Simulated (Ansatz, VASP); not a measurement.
**One calculation of W, two programs**

Contents of POSCAR:

```
W
1.0
   -0.8525465771      1.7050931542      1.7050931542
    1.7050931542     -0.8525465771      1.7050931542
    1.7050931542      1.7050931542     -0.8525465771
W
1
Direct
    0.0000000000      0.0000000000      0.0000000000
```

INCAR.step1

```
SYSTEM = W
PREC     = Accurate       ! precision mode
ENCUT    = 520            ! plane-wave cutoff, eV
ISMEAR   = 0              ! smearing method
SIGMA    = 0.15           ! smearing width, eV
LREAL    = .False.        ! projectors in reciprocal space
LASPH    = .True.         ! aspherical terms in the spheres
NELM     = 100            ! most SCF steps
NBANDS   = 13             ! bands
GGA      = PE             ! functional
ALGO     = Normal         ! electronic algorithm
EDIFF    = 1E-4           ! SCF threshold, eV
LWAVE    = .True.         ! write WAVECAR
LCHARG   = .False.        ! write CHGCAR
```

Contents of INCAR.step2:

```
SYSTEM = W
PREC     = Accurate       ! precision mode
ENCUT    = 520            ! plane-wave cutoff, eV
EDIFF    = 1E-6           ! SCF threshold, eV
ISMEAR   = 0              ! smearing method
SIGMA    = 0.15           ! smearing width, eV
LREAL    = .False.        ! projectors in reciprocal space
LASPH    = .True.         ! aspherical terms in the spheres
NELM     = 100            ! most SCF steps
ALGO     = Normal         ! electronic algorithm
ISIF     = 2              ! what is computed and relaxed
LWAVE    = .False.        ! write WAVECAR
LCHARG   = .False.        ! write CHGCAR
METAGGA  = R2SCAN         ! meta-GGA
LMIXTAU  = .True.       
NBANDS   = 13             ! bands
ISTART   = 1
```

File KPOINTS:

```
regular mesh
0
Gamma
  22 22 22
  0 0 0
```

Input for Ansatz:

```yaml
crystal:
  lattice:
    - [-0.8525465771, 1.7050931542, 1.7050931542]
    - [1.7050931542, -0.8525465771, 1.7050931542]
    - [1.7050931542, 1.7050931542, -0.8525465771]
  atoms:
    - { symbol: W, position: [0.0, 0.0, 0.0] }
basis:
  ecutwfc: 500
kpoints:
  mp_grid: { grid: [22, 22, 22] }
hamiltonian:
  xc: r2scan
scf:
  occupations: { method: gaussian, width: 0.15 }
output:
  forces: true
  stress: true
  eigenvalues: true
```

Alike in both runs: task single point; functional r2SCAN; k mesh 22 × 22 × 22; occupations gaussian, width 0.15 eV; no spin polarisation.

```csv
,VASP,Ansatz
version,VASP 6.6.1,Ansatz 0.2.0
potentials or method,"VASP PAW PBE potentials, release 64 (W_sv)","scalar-relativistic, plane waves, PAW"
plane-wave cutoff (eV),520,500
valence electrons in the cell,14,14
```

Ansatz gave:

```
gap on the k mesh at the Fermi level (eV) : none
pressure (GPa)                            : 20.2
```

Q: Estimate VASP's values.

A: gap on the k mesh at the Fermi level (eV): none; pressure (GPa): 22.0.

A gap of «none» marks a metal or a gap that the smearing closes.

Caveats: so large a pressure means that the cell lies far from this level's equilibrium, or that cutoff or potentials fall short (VASP); the potentials were made for another functional, which shifts forces and pressure (VASP). The runs have no spin-orbit coupling, so splittings on W are missing.
